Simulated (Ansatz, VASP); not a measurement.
This is a calculation of ZnS (Wurtzite-2H) for Ansatz 0.2.0. 

File input.yaml:

```yaml
crystal:
  lattice:
    - [3.811, 0.0, 0.0]
    - [-1.9055, 3.3004228138, 0.0]
    - [0.0, 0.0, 6.234]
  atoms:
    - { symbol: Zn, position: [0.6666666667, 0.3333333333, 0.5] }
    - { symbol: Zn, position: [0.3333333333, 0.6666666667, 0.0] }
    - { symbol: S, position: [0.6666666667, 0.3333333333, 0.885] }
    - { symbol: S, position: [0.3333333333, 0.6666666667, 0.385] }
hamiltonian:
  xc: revpbe
  pseudopotentials: { kind: paw }
kpoints:
  mp_grid: { grid: [8, 8, 5] }
scf:
  occupations: { method: fermi_dirac, width: 0.05 }
output:
  forces: true
  stress: true
relax:
  f_tol: 0.01
  max_steps: 40
  cell: { stress_tol: 0.05 }
```

Potentials or basis: Ansatz PAW.

Run with:

```bash
$ ansatz run input.yaml --threads 2 --pin off --max-ram 5632MiB --backend cpu --events-out ev --progress --plain --runs-dir out
```

Problem. Set up the same calculation for VASP 6.6.1. Potentials or basis there: PBE PAW files S, Zn, 600 eV.

Solution. As run (cutoffs and basis follow the program's own potentials, and thresholds, step limits or extra output files can differ):

File INCAR:

```
SYSTEM = ZnS
ALGO = Normal
EDIFF = 1E-6
EDIFFG = -0.02
ENCUT = 600
GGA = RE
IBRION = 2
ISIF = 3
ISMEAR = -1
LASPH = .TRUE.
LCHARG = .FALSE.
LREAL = .FALSE.
LWAVE = .FALSE.
NELM = 80
NSW = 40
PREC = Accurate
SIGMA = 0.05
```

The input KPOINTS:

```
k-points
0
G
  8 8 5
  0 0 0
```

Contents of POSCAR:

```
ZnS
1.0
    3.8110000000      0.0000000000      0.0000000000
   -1.9055000000      3.3004228138      0.0000000000
    0.0000000000      0.0000000000      6.2340000000
Zn S
2 2
Direct
    0.6666666667      0.3333333333      0.5000000000
    0.3333333333      0.6666666667      0.0000000000
    0.6666666667      0.3333333333      0.8850000000
    0.3333333333      0.6666666667      0.3850000000
```

Potentials or basis: VASP PAW PBE potentials, release 64 (Zn, S).

The run is started by

```bash
$ cat potpaw_PBE.64/Zn/POTCAR potpaw_PBE.64/S/POTCAR > POTCAR
$ mpirun -np 1 vasp_std > vasp.out
```

Both were run:

|  | Ansatz | VASP |
| --- | --- | --- |
| Relaxed volume | 20.74 Å³/atom | 20.80 Å³/atom |
| Relaxed cell | a = 3.882 Å, b = 3.882 Å, c = 6.359 Å, α = 90.00°, β = 90.00°, γ = 120.00° | a = 3.885 Å, b = 3.885 Å, c = 6.365 Å, α = 90.00°, β = 90.00°, γ = 120.00° |
| Space group after relaxing | P6_3mc (No. 186) | P6_3mc (No. 186) |
| Pressure after relaxing | 0.0 GPa | -0.1 GPa |

Ansatz's pressure holds a Pulay term of +0.07 GPa for its cutoff of 420 eV, which the other run lacks.

Ansatz's potentials were made for PBE. VASP's potentials were made for PBE.

Where Ansatz's input types no cutoff or centring, it takes its own default and a Γ-centred mesh.

Pressure is positive in compression.
